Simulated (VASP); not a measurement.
# ZnO (P6_3mc) in VASP: a series of runs, part 2 of 2

VASP 6.6.1.

## Step 3: Relaxation of cell and atoms, LDA (cell and atoms relaxed at 0 GPa)

Contents of INCAR:

```
SYSTEM = ZnO
PREC = Accurate
ENCUT = 600
EDIFF = 1E-6
ISMEAR = 0
SIGMA = 0.01
LREAL = .FALSE.
LASPH = .TRUE.
NELM = 60
ALGO = Normal
ISIF = 3
LWAVE = .FALSE.
LCHARG = .FALSE.
GGA = CA
IBRION = 2
NSW = 80
EDIFFG = -0.001
```

Contents of KPOINTS:

```
regular mesh
0
G
  9 9 6
  0 0 0
```

Contents of POSCAR:

```
ZnO
1.0
    3.2500000000      0.0000000000      0.0000000000
   -1.6250000000      2.8145825623      0.0000000000
    0.0000000000      0.0000000000      5.2050000000
Zn O
2 2
Direct
    0.3333333333      0.6666666667      0.0000000000
    0.6666666667      0.3333333333      0.5000000000
    0.3333333333      0.6666666667      0.3820000000
    0.6666666667      0.3333333333      0.8820000000
```

Potentials or basis: VASP PAW LDA potentials, release 64 (Zn, O).

On the command line:

```
cat potpaw_LDA.64/Zn/POTCAR potpaw_LDA.64/O/POTCAR > POTCAR
mpirun -np 1 vasp_std > vasp.out
```

OUTCAR:

```text
SYSTEM = ZnO
   PREC = Accurate
   ENCUT = 600
   EDIFF = 1E-6
   ISMEAR = 0
   LREAL = .FALSE.
   LASPH = .TRUE.
   NELM = 60
   ISIF = 3
   GGA = CA
   IBRION = 2
   NSW = 80
   EDIFFG = -0.001

 ion  position               nearest neighbor table
   1  0.333  0.667  0.000-   4 1.97   4 1.97   4 1.97   3 1.99
   2  0.667  0.333  0.500-   3 1.97   3 1.97   3 1.97   4 1.99
   3  0.333  0.667  0.382-   2 1.97   2 1.97   2 1.97   1 1.99
   4  0.667  0.333  0.882-   1 1.97   1 1.97   1 1.97   2 1.99

  LATTYP: Found a hexagonal cell.
 ALAT       =     3.2500000000
 C/A-ratio  =     1.6015384615

  Lattice vectors:

 A1 = (   3.2500000000,   0.0000000000,   0.0000000000)
 A2 = (  -1.6250000000,   2.8145825623,   0.0000000000)
 A3 = (   0.0000000000,   0.0000000000,   5.2050000000)

Analysis of symmetry for initial positions (statically):
=====================================================================
 Subroutine PRICEL returns:
 Original cell was already a primitive cell.

 Routine SETGRP: Setting up the symmetry group for a
 hexagonal supercell.

 Subroutine GETGRP returns: Found 12 space group operations
 (whereof  6 operations were pure point group operations)
 out of a pool of 24 trial point group operations.

The static configuration has the point symmetry C_3v.
 The point group associated with its full space group is C_6v.

Analysis of symmetry for dynamics (positions and initial velocities):
=====================================================================
 Subroutine PRICEL returns:
 Original cell was already a primitive cell.

 Routine SETGRP: Setting up the symmetry group for a
 hexagonal supercell.

 Subroutine GETGRP returns: Found 12 space group operations
 (whereof  6 operations were pure point group operations)
 out of a pool of 24 trial point group operations.

[... 146 lines left out ...]

 number of electron      36.0000006 magnetization

 Free energy of the ion-electron system (eV)
  ---------------------------------------------------
  ext. energy  EPLUGINS =         0.00000000
  ---------------------------------------------------
  free energy    TOTEN  =       -21.12579937 eV

  energy without entropy =      -21.12579937  energy(sigma->0) =      -21.12579937

------------------------ aborting loop because EDIFF is reached ----------------------------------------

  FORCE on cell =-STRESS in cart. coord.  units (eV):
  Direction    XX          YY          ZZ          XY          YZ          ZX
  --------------------------------------------------------------------------------------
  -------------------------------------------------------------------------------------
  Total       -1.9350136     -1.9350136     -1.7460649      0.0000000     -0.0000000     -0.0000000
  in kB      -65.1143222    -65.1143222    -58.7560872      0.0000000     -0.0000000     -0.0000000
  external PRESSURE =     -62.9949105 kB  Pullay stress =       0.0000000 kB
[... 95 lines left out ...]
  FREE ENERGIE OF THE ION-ELECTRON SYSTEM (eV)
  ---------------------------------------------------
  free  energy   TOTEN  =       -21.1668995144 eV

  energy  without entropy=      -21.1668995144  energy(sigma->0) =      -21.16689951

[... ionic steps 4 to 15 ...]

--------------------------------------- Ionic step       16  -------------------------------------------

 number of electron      35.9999995 magnetization

------------------------ aborting loop because EDIFF is reached ----------------------------------------
[... 71 lines left out ...]
--------------------------------------- Ionic step       18  -------------------------------------------

 number of electron      35.9999996 magnetization

 Free energy of the ion-electron system (eV)
  ---------------------------------------------------
  ext. energy  EPLUGINS =         0.00000000
  ---------------------------------------------------
  free energy    TOTEN  =       -21.16777206 eV

  energy without entropy =      -21.16777206  energy(sigma->0) =      -21.16777206

 E-fermi :   1.3266     XC(G=0): -11.6908

 val. band max:        1.2857731585   @ k =   0.0000   0.0000   0.0000
 cond. band min:       2.0859711566   @ k =   0.0000   0.0000   0.0000
 fundamental gap:      0.8001979981
 Fermi energy:         1.3265585436

 k-point     1 :       0.0000    0.0000    0.0000
  band No.  band energies     occupation
      1     -16.8815      2.00000
      2     -16.0499      2.00000
      3      -4.7863      2.00000
      4      -4.7101      2.00000
      5      -4.7101      2.00000
      6      -4.6747      2.00000
[... 589 lines left out ...]
     21       9.1619      0.00000
     22       9.3669      0.00000

 [... further k-points ...]

------------------------ aborting loop because EDIFF is reached ----------------------------------------

  FORCE on cell =-STRESS in cart. coord.  units (eV):
  Direction    XX          YY          ZZ          XY          YZ          ZX
  --------------------------------------------------------------------------------------
  -------------------------------------------------------------------------------------
  Total       -0.0001948     -0.0001948     -0.0016089      0.0000000      0.0000000      0.0000000
  in kB       -0.0068429     -0.0068429     -0.0565120      0.0000000      0.0000000      0.0000000
  external PRESSURE =      -0.0233992 kB  Pullay stress =       0.0000000 kB
[... 19 lines left out ...]
  FREE ENERGIE OF THE ION-ELECTRON SYSTEM (eV)
  ---------------------------------------------------
  free  energy   TOTEN  =       -21.1677720596 eV

  energy  without entropy=      -21.1677720596  energy(sigma->0) =      -21.16777206

 reached required accuracy - stopping structural energy minimisation
```

OSZICAR:

```text
N       E                     dE             d eps       ncg     rms          rms(c)
DAV:   1     0.301450404754E+03    0.30145E+03   -0.20572E+04  2112   0.262E+03
DAV:   2     0.851473769076E+01   -0.29294E+03   -0.28204E+03  2286   0.471E+02
DAV:   3    -0.235146811549E+02   -0.32029E+02   -0.31798E+02  2496   0.163E+02
DAV:   4    -0.241726528004E+02   -0.65797E+00   -0.65735E+00  2298   0.247E+01
[... 121 lines left out ...]
       N       E                     dE             d eps       ncg     rms          rms(c)
DAV:   1    -0.211677897539E+02   -0.17097E-04   -0.20346E-03  2112   0.396E-01    0.303E-02
DAV:   2    -0.211677780634E+02    0.11691E-04   -0.53517E-05  2656   0.125E-01    0.167E-02
DAV:   3    -0.211677728636E+02    0.51998E-05   -0.38783E-06  2036   0.319E-02    0.663E-03
DAV:   4    -0.211677720596E+02    0.80402E-06   -0.18595E-06  1384   0.172E-02
  18 F= -.21167772E+02 E0= -.21167772E+02  d E =0.164213E-04
```

It took 8.9 min on 1 thread of AMD EPYC 7R43 (Zen 3), shared host; peak memory 0.15 GiB.

What came out:

| Quantity | Value |
| --- | --- |
| Free energy | -21.1678 eV |
| Relaxed volume | 11.40 Å³/atom |
| Relaxed cell | a = 3.194 Å, b = 3.194 Å, c = 5.165 Å, α = 90.00°, β = 90.00°, γ = 120.00° |
| Space group after relaxing (to 0.05 Å) | P6_3mc (No. 186) |
| Energy gained by relaxing | 10.5 meV/atom |
| Ionic steps | 18 |
| Pressure after relaxing | 0.0 GPa |
| Band gap on the k mesh | 0.80 eV, direct |

The path:
```tsv
step	energy change (eV)	largest force (eV/Å)	pressure (GPa)	volume (Å³)
1	0.0000	0.0380	-6.30	47.61
2	-0.0258	0.0389	4.45	44.46
3	-0.0411	0.0380	0.04	45.61
4	-0.0411	0.0377	-0.08	45.65
5	-0.0414	0.0252	-0.13	45.65
6	-0.0418	0.0146	-0.05	45.65
7	-0.0420	0.0078	-0.08	45.63
8	-0.0420	0.0090	-0.06	45.63
9	-0.0420	0.0097	-0.08	45.63
10	-0.0420	0.0033	0.05	45.59
11	-0.0420	0.0044	0.03	45.61
12	-0.0420	0.0059	-0.04	45.61
13	-0.0420	0.0029	0.03	45.60
14	-0.0420	0.0019	0.06	45.60
15	-0.0420	0.0018	0.02	45.60
16	-0.0420	0.0009	0.04	45.61
17	-0.0420	0.0002	0.04	45.61
18	-0.0420	0.0009	0.00	45.62
```

Final structure:
```yaml
crystal:
  lattice:
    - [3.19352, 0.00000, 0.00000]
    - [-1.59676, 2.76567, 0.00000]
    - [0.00000, 0.00000, 5.16465]
  atoms:
    - { symbol: Zn, position: [0.33333, 0.66667, 0.00185] }
    - { symbol: Zn, position: [0.66667, 0.33333, 0.50185] }
    - { symbol: O, position: [0.33333, 0.66667, 0.38015] }
    - { symbol: O, position: [0.66667, 0.33333, 0.88015] }
```

Levels at points of the mesh, in eV from the valence-band top:
| k point | band 14 | band 15 | band 16 | band 17 | band 18 | band 19 | band 20 | band 21 | band 22 |
| --- | --- | --- | --- | --- | --- | --- | --- | --- | --- |
| (0.00, 0.00, 0.00) | -0.85 | -0.85 | -0.10 | 0.00 | 0.00 | 0.80 | 5.27 | 8.18 | 12.94 |
| (0.00, 0.00, 0.50) | -2.32 | -0.42 | -0.42 | -0.42 | -0.42 | 3.48 | 3.48 | 10.03 | 10.03 |
